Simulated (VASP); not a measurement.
# BaO (Fm-3m) in VASP: notebook

One crystal, BaO, is run at these levels: r2SCAN+rVV10, HSE06; tasks: band structure.

Everything below comes from runs of VASP 6.6.1. Logs are shortened: lines on timing, memory, paths and dates and some standing lists are left out, and cuts for length are marked.

## 1. The structure

The structure is cubic, space group Fm-3m (No. 225). The conventional cell has a = 5.561 Å, b = 5.561 Å, c = 5.561 Å, α = 90.00°, β = 90.00°, γ = 90.00°. Around Ba (site symmetry m-3m) lie 6 O at 2.78 Å. O (site symmetry m-3m) is surrounded by 6 Ba at 2.78 Å.

The cell was built by a generator and needn't be a form met in nature.

## 2. Band structure, r2SCAN+rVV10

Contents of INCAR:

```
SYSTEM = BaO
ALGO = Normal
BPARAM = 11.95
CPARAM = 0.0093
EDIFF = 1E-7
ENCUT = 520
ISIF = 2
ISMEAR = 0
IVDW_NL = 2
KPAR = 4
LASPH = .True.
LCHARG = .False.
LMIXTAU = .True.
LREAL = .False.
LUSE_VDW = .True.
LWAVE = .False.
METAGGA = R2SCAN
NELM = 60
PREC = Accurate
SIGMA = 0.02
```

Contents of KPOINTS:

```
k-points
0
Gamma
  8 8 8
  0 0 0
```

Contents of POSCAR:

```
BaO                                     
1.0
   -0.0000000000      2.7807066280      2.7807066280
    2.7807066280     -0.0000000000      2.7807066280
    2.7807066280      2.7807066280     -0.0000000000
  Ba              O             
     1     1
Direct
     0.0000000000000000    0.0000000000000000    0.0000000000000000
     0.5000000000000000    0.5000000000000000    0.5000000000000000
```

Contents of KPOINTS_OPT:

```
path GXWKGLUWLK,UX
10
line-mode
reciprocal
 0.0000000000  0.0000000000  0.0000000000  G
 0.5000000000  0.0000000000  0.5000000000  X

 0.5000000000  0.0000000000  0.5000000000  X
 0.5000000000  0.2500000000  0.7500000000  W

 0.5000000000  0.2500000000  0.7500000000  W
 0.3750000000  0.3750000000  0.7500000000  K

 0.3750000000  0.3750000000  0.7500000000  K
 0.0000000000  0.0000000000  0.0000000000  G

 0.0000000000  0.0000000000  0.0000000000  G
 0.5000000000  0.5000000000  0.5000000000  L

 0.5000000000  0.5000000000  0.5000000000  L
 0.6250000000  0.2500000000  0.6250000000  U

 0.6250000000  0.2500000000  0.6250000000  U
 0.5000000000  0.2500000000  0.7500000000  W

 0.5000000000  0.2500000000  0.7500000000  W
 0.5000000000  0.5000000000  0.5000000000  L

 0.5000000000  0.5000000000  0.5000000000  L
 0.3750000000  0.3750000000  0.7500000000  K

 0.6250000000  0.2500000000  0.6250000000  U
 0.5000000000  0.0000000000  0.5000000000  X
```

Potentials or basis: VASP PAW PBE potentials, release 64 (Ba_sv, O).

Command:

```console
$ cat potpaw_PBE.64/Ba_sv/POTCAR potpaw_PBE.64/O/POTCAR > POTCAR
$ mpirun -np 4 vasp_std > vasp.out
```

OUTCAR:

```text
SYSTEM = BaO
   BPARAM = 11.95
   EDIFF = 1E-7
   ENCUT = 520
   ISIF = 2
   ISMEAR = 0
   IVDW_NL = 2
   LASPH = .True.
   LREAL = .False.
   METAGGA = R2SCAN
   NELM = 60
   PREC = Accurate

 ion  position               nearest neighbor table
   1  0.000  0.000  0.000-   2 2.78   2 2.78   2 2.78   2 2.78   2 2.78   2 2.78
   2  0.500  0.500  0.500-   1 2.78   1 2.78   1 2.78   1 2.78   1 2.78   1 2.78

  LATTYP: Found a face centered cubic cell.
 ALAT       =     5.5614132560

  Lattice vectors:

 A1 = (   0.0000000000,   2.7807066280,   2.7807066280)
 A2 = (   2.7807066280,   0.0000000000,   2.7807066280)
 A3 = (   2.7807066280,   2.7807066280,   0.0000000000)

Analysis of symmetry for initial positions (statically):
=====================================================================
 Subroutine PRICEL returns:
 Original cell was already a primitive cell.

 Routine SETGRP: Setting up the symmetry group for a
 face centered cubic supercell.

 Subroutine GETGRP returns: Found 48 space group operations
 (whereof 48 operations were pure point group operations)
 out of a pool of 48 trial point group operations.

The static configuration has the point symmetry O_h .

Analysis of symmetry for dynamics (positions and initial velocities):
=====================================================================
 Subroutine PRICEL returns:
 Original cell was already a primitive cell.

 Routine SETGRP: Setting up the symmetry group for a
 face centered cubic supercell.

 Subroutine GETGRP returns: Found 48 space group operations
 (whereof 48 operations were pure point group operations)
 out of a pool of 48 trial point group operations.

The dynamic configuration has the point symmetry O_h .

 Subroutine INISYM returns: Found 48 space group operations
 (whereof 48 operations are pure point group operations),
 and found     1 'primitive' translations

----------------------------------------------------------------------------------------

                                     Primitive cell

  volume of cell :      43.0027

  direct lattice vectors                    reciprocal lattice vectors
     0.000000000  2.780706628  2.780706628    -0.179810410  0.179810410  0.179810410
     2.780706628  0.000000000  2.780706628     0.179810410 -0.179810410  0.179810410
     2.780706628  2.780706628  0.000000000     0.179810410  0.179810410 -0.179810410

  length of vectors
     3.932513026  3.932513026  3.932513026     0.311440767  0.311440767  0.311440767

  position of ions in fractional coordinates (direct lattice)
     0.000000000  0.000000000  0.000000000
     0.500000000  0.500000000  0.500000000

  ion indices of the primitive-cell ions
   primitive index   ion index
                 1           1
                 2           2

----------------------------------------------------------------------------------------

 KPOINTS: k-points

Automatic generation of k-mesh.
 Grid dimensions read from file:
 generate k-points for:    8    8    8

 Generating k-lattice:

  Cartesian coordinates                     Fractional coordinates (reciprocal lattice)
    -0.022476301  0.022476301  0.022476301     0.125000000  0.000000000  0.000000000
     0.022476301 -0.022476301  0.022476301     0.000000000  0.125000000  0.000000000
     0.022476301  0.022476301 -0.022476301     0.000000000  0.000000000  0.125000000

  Length of vectors
     0.038930096  0.038930096  0.038930096

  Shift w.r.t. Gamma in fractional coordinates (k-lattice)
     0.000000000  0.000000000  0.000000000

 Subroutine IBZKPT returns following result:
 ===========================================

 Found     29 irreducible k-points:

 Following reciprocal coordinates:
            Coordinates               Weight
  0.000000  0.000000  0.000000      1.000000
  0.125000  0.000000  0.000000      8.000000
  0.250000  0.000000  0.000000      8.000000
  0.375000  0.000000  0.000000      8.000000
  0.500000  0.000000  0.000000      4.000000
  0.125000  0.125000  0.000000      6.000000
[... 16 lines left out ...]
  0.500000  0.250000  0.125000     48.000000
 -0.375000  0.250000  0.125000     24.000000
 [... further k-points ...]
   k-points           NKPTS =     29   k-points in BZ     NKDIM =     29   number of bands    NBANDS=     12
   number of dos      NEDOS =    301   number of ions     NIONS =      2
   total plane-waves  NPLWV =  27000
   dimension x,y,z NGX =    30 NGY =   30 NGZ =   30
   dimension x,y,z NGXF=    60 NGYF=   60 NGZF=   60
   ions per type =               1   1
   NGX,Y,Z   is equivalent  to a cutoff of  12.68, 12.68, 12.68 a.u.
   NGXF,Y,Z  is equivalent  to a cutoff of  25.36, 25.36, 25.36 a.u.
 SYSTEM =  BaO
   PREC   = accura    normal or accurate (medium, high low for compatibility)
   ISTART =      0    job   : 0-new  1-cont  2-samecut
   ICHARG =      2    charge: 1-file 2-atom 10-const
   ISPIN  =      1    spin polarized calculation?
   LNONCOLLINEAR =      F non collinear calculations
   LSORBIT =      F    spin-orbit coupling
   LASPH  =      T    aspherical Exc in radial PAW
   ENCUT  =  520.0 eV  38.22 Ry    6.18 a.u.   7.31  7.31  7.31*2*pi/ulx,y,z
   NELM   =     60;   NELMIN=  2; NELMDL= -5     # of ELM steps
   EDIFF  = 0.1E-06   stopping-criterion for ELM
   LREAL  =      F    real-space projection
   EDIFFG = 0.1E-05   stopping-criterion for IOM
   NSW    =      0    number of steps for IOM
   IBRION =     -1    ionic relax: 0-MD 1-quasi-New 2-CG
   NFREE  =      0    steps in history (QN), initial steepest desc. (CG)
   ISIF   =      2    stress and relaxation
   ISYM   =      2    0-nonsym 1-usesym 2-fastsym
   POTIM  = 0.5000    time-step for ionic-motion
   TEBEG  =    0.0;   TEEND  =   0.0 temperature during run
   PSTRESS=    0.0 pullay stress
   NELECT =      16.0000    total number of electrons
   NUPDOWN=      -1.0000    fix difference up-down
   EMIN   =  10.00;   EMAX   =-10.00  energy-range for DOS
   EFERMI =   0.00;   METHOD = LEGACY
   ISMEAR =     0;   SIGMA  =   0.02  broadening in eV -4-tet -1-fermi 0-gaus
   EFERMI_NEDOS =   21; number of points for ismear=-14 and -15
   IALGO  =     38    algorithm
   IMIX   =      4    mixing-type and parameters
     AMIX     =   0.40;   BMIX     =  1.00
     AMIX_MAG =   1.60;   BMIX_MAG =  1.00
  volume/ion in A,a.u.               =      21.50       145.10
  Fermi-wavevector in a.u.,A,eV,Ry     =   1.177469  2.225095 18.863584  1.386434
  Thomas-Fermi vector in A             =   2.313815
   LORBIT       =      0    0 simple, 1 ext, 2 COOP (PROOUT), +10 PAW based schemes
   METAGGA = R2SCAN    functional components
   LHFCALC =     F    Hartree Fock is set to
   AEXX    =    0.0000 exact exchange contribution
   IVDW_NL    =     2    kernel type
   BPARAM     =11.9500
   IVDW    =     0    specifies the selected vdW correction
   LEPSILON=     F    determine dielectric tensor
   LRPA    =     F    only Hartree local field effects (RPA)
 non-spin polarized calculation
 Gauss-broadening in eV      SIGMA  =   0.02
  energy-cutoff  :      520.00
  volume of cell :       43.00
 maximum number of plane-waves:      1174
 NGX is ok and might be reduce to    30
   NGX = 15   NGY = 15   NGZ = 15

 number of electron      16.0000000 magnetization

 Free energy of the ion-electron system (eV)
  ---------------------------------------------------
  ext. energy  EPLUGINS =         0.00000000
  ---------------------------------------------------
  free energy    TOTEN  =       -37.44583456 eV

  energy without entropy =      -37.44583456  energy(sigma->0) =      -37.44583456

 E-fermi :   1.7169     XC(G=0): -10.1647

 val. band max:        1.5423894635   @ k =   0.5000   0.5000   0.0000
 cond. band min:       3.8416373188   @ k =   0.5000   0.5000   0.0000
 fundamental gap:      2.2992478552
 Fermi energy:         1.7169369895

 k-point     1 :       0.0000    0.0000    0.0000
  band No.  band energies     occupation
      1     -25.0967      2.00000
      2     -14.4049      2.00000
      3      -9.2002      2.00000
      4      -9.2002      2.00000
      5      -9.2002      2.00000
      6       1.2003      2.00000
      7       1.2003      2.00000
      8       1.2003      2.00000
      9       5.5356      0.00000
     10       6.6525      0.00000
     11       6.6525      0.00000
     12       6.6525      0.00000

 k-point     2 :       0.1250    0.0000    0.0000
  band No.  band energies     occupation
      1     -25.0604      2.00000
      2     -14.5009      2.00000
      3      -9.2450      2.00000
      4      -9.2175      2.00000
      5      -9.2175      2.00000
      6       0.8837      2.00000
      7       1.0078      2.00000
      8       1.0078      2.00000
      9       6.1522      0.00000
     10       6.5171      0.00000
     11       6.9454      0.00000
     12       6.9454      0.00000

 k-point     3 :       0.2500    0.0000    0.0000
  band No.  band energies     occupation
      1     -24.9705      2.00000
      2     -14.7336      2.00000
      3      -9.3464      2.00000
      4      -9.2585      2.00000
      5      -9.2585      2.00000
      6       0.2768      2.00000
      7       0.5933      2.00000
      8       0.5933      2.00000
      9       6.3644      0.00000
     10       7.7381      0.00000
     11       7.7381      0.00000
     12       7.7588      0.00000

 k-point     4 :       0.3750    0.0000    0.0000
  band No.  band energies     occupation
      1     -24.8774      2.00000
      2     -14.9690      2.00000
      3      -9.4388      2.00000
      4      -9.2983      2.00000
      5      -9.2983      2.00000
      6      -0.2171      2.00000
      7       0.2314      2.00000
      8       0.2314      2.00000
      9       6.6198      0.00000
     10       8.6978      0.00000
     11       8.6978      0.00000
     12       9.3721      0.00000

 k-point     5 :       0.5000    0.0000    0.0000
  band No.  band energies     occupation
      1     -24.8378      2.00000
      2     -15.0675      2.00000
      3      -9.4747      2.00000
      4      -9.3144      2.00000
      5      -9.3144      2.00000
      6      -0.4017      2.00000
      7       0.0932      2.00000
      8       0.0932      2.00000
      9       6.8118      0.00000
     10       9.1614      0.00000
     11       9.1614      0.00000
     12      10.0906      0.00000
[... 228 lines left out ...]
      1     -24.7716      2.00000
      2     -14.5849      2.00000
      3     -10.6453      2.00000
      4      -9.7683      2.00000
      5      -9.7683      2.00000
      6       1.3856      2.00000
      7       1.3856      2.00000
      8       1.5424      2.00000
      9       3.8416      0.00000
     10       8.0505      0.00000
     11      11.0539      0.00000
     12      11.3534      0.00000

 k-point    22 :       0.3750    0.2500    0.1250
  band No.  band energies     occupation
      1     -24.9061      2.00000
      2     -14.7713      2.00000
      3      -9.6103      2.00000
      4      -9.4645      2.00000
      5      -9.3405      2.00000
      6       0.1278      2.00000
      7       0.5733      2.00000
      8       1.1542      2.00000
      9       5.5212      0.00000
     10       7.6869      0.00000
     11       8.6224      0.00000
     12       9.0130      0.00000

 k-point    23 :       0.5000    0.2500    0.1250
  band No.  band energies     occupation
      1     -24.8329      2.00000
      2     -14.8768      2.00000
      3      -9.7938      2.00000
      4      -9.6824      2.00000
      5      -9.3293      2.00000
      6       0.1413      2.00000
      7       0.3846      2.00000
      8       0.9986      2.00000
      9       6.0201      0.00000
     10       7.9253      0.00000
     11       9.4205      0.00000
     12       9.5275      0.00000

 k-point    24 :      -0.3750    0.2500    0.1250
  band No.  band energies     occupation
      1     -24.8020      2.00000
      2     -14.9216      2.00000
      3      -9.8347      2.00000
      4      -9.8045      2.00000
      5      -9.3241      2.00000
      6       0.0410      2.00000
      7       0.6320      2.00000
      8       0.6974      2.00000
      9       6.7392      0.00000
     10       7.3699      0.00000
     11       9.8722      0.00000
     12       9.9273      0.00000

 [... further k-points ...]

------------------------ aborting loop because EDIFF is reached ----------------------------------------

  FORCE on cell =-STRESS in cart. coord.  units (eV):
  Direction    XX          YY          ZZ          XY          YZ          ZX
  --------------------------------------------------------------------------------------
  -------------------------------------------------------------------------------------
  Total        0.0153415      0.0153415      0.0153415      0.0000000      0.0000000      0.0000000
  in kB        0.5715866      0.5715866      0.5715866      0.0000000      0.0000000      0.0000000
  external PRESSURE =       0.5715866 kB  Pullay stress =       0.0000000 kB

 VOLUME and BASIS-vectors are now :
 -----------------------------------------------------------------------------
  energy-cutoff  :      520.00
  volume of cell :       43.00
      direct lattice vectors                 reciprocal lattice vectors
     0.000000000  2.780706628  2.780706628    -0.179810410  0.179810410  0.179810410
     2.780706628  0.000000000  2.780706628     0.179810410 -0.179810410  0.179810410
     2.780706628  2.780706628  0.000000000     0.179810410  0.179810410 -0.179810410

 POSITION                                       TOTAL-FORCE (eV/Angst)
 -----------------------------------------------------------------------------------
      0.00000      0.00000      0.00000         0.000000      0.000000      0.000000
      2.78071      2.78071      2.78071        -0.000000     -0.000000      0.000000
 -----------------------------------------------------------------------------------
    total drift:                                0.000000      0.000000      0.000000

  FREE ENERGIE OF THE ION-ELECTRON SYSTEM (eV)
  ---------------------------------------------------
  free  energy   TOTEN  =       -37.4458345597 eV

  energy  without entropy=      -37.4458345597  energy(sigma->0) =      -37.44583456
```

It took 89 s on 4 MPI ranks of Intel Xeon Platinum 8488C (Sapphire Rapids), shared host; peak memory 0.28 GiB.

What came out:

```yaml
Free_energy: -37.4458 eV
Pressure: 0.1 GPa
Band_gap_on_the_k_mesh: 2.30 eV, direct
Band_gap_along_the_path: 2.30 eV, direct
```

Levels at the corners of the path, in eV from the valence-band top:
```csv
point,band 4,band 5,band 6,band 7,band 8,band 9,band 10,band 11,band 12
Γ,-10.74,-10.74,-0.34,-0.34,-0.34,3.99,5.11,5.11,5.11
X,-11.31,-11.31,-0.16,-0.16,0.00,2.30,6.51,9.51,9.81
X,-11.31,-11.31,-0.16,-0.16,0.00,2.30,6.51,9.51,9.81
W,-11.78,-10.83,-1.30,-0.20,-0.20,4.96,4.96,7.38,10.20
W,-11.78,-10.83,-1.30,-0.20,-0.20,4.96,4.96,7.38,10.20
K,-11.21,-11.15,-0.91,-0.73,-0.14,3.75,6.93,7.53,9.07
K,-11.21,-11.15,-0.91,-0.73,-0.14,3.75,6.93,7.53,9.07
Γ,-10.74,-10.74,-0.34,-0.34,-0.34,3.99,5.11,5.11,5.11
Γ,-10.74,-10.74,-0.34,-0.34,-0.34,3.99,5.11,5.11,5.11
L,-10.86,-10.86,-1.94,-1.45,-1.45,5.27,7.62,7.62,8.55
L,-10.86,-10.86,-1.94,-1.45,-1.45,5.27,7.62,7.62,8.55
U,-11.21,-11.15,-0.91,-0.73,-0.14,3.75,6.93,7.53,9.07
U,-11.21,-11.15,-0.91,-0.73,-0.14,3.75,6.93,7.53,9.07
W,-11.78,-10.83,-1.30,-0.20,-0.20,4.96,4.96,7.38,10.20
W,-11.78,-10.83,-1.30,-0.20,-0.20,4.96,4.96,7.38,10.20
L,-10.86,-10.86,-1.94,-1.45,-1.45,5.27,7.62,7.62,8.55
L,-10.86,-10.86,-1.94,-1.45,-1.45,5.27,7.62,7.62,8.55
K,-11.21,-11.15,-0.91,-0.73,-0.14,3.75,6.93,7.53,9.07
U,-11.21,-11.15,-0.91,-0.73,-0.14,3.75,6.93,7.53,9.07
X,-11.31,-11.31,-0.16,-0.16,0.00,2.30,6.51,9.51,9.81
```

Caveat: the PAW data sets were made with another functional, which shifts forces and pressure a little; spin-orbit coupling is left out, which moves the levels of the heavy elements. r2SCAN opens gaps a little over a GGA but as a rule still falls short of measured ones.

[end of part 1 of 2]
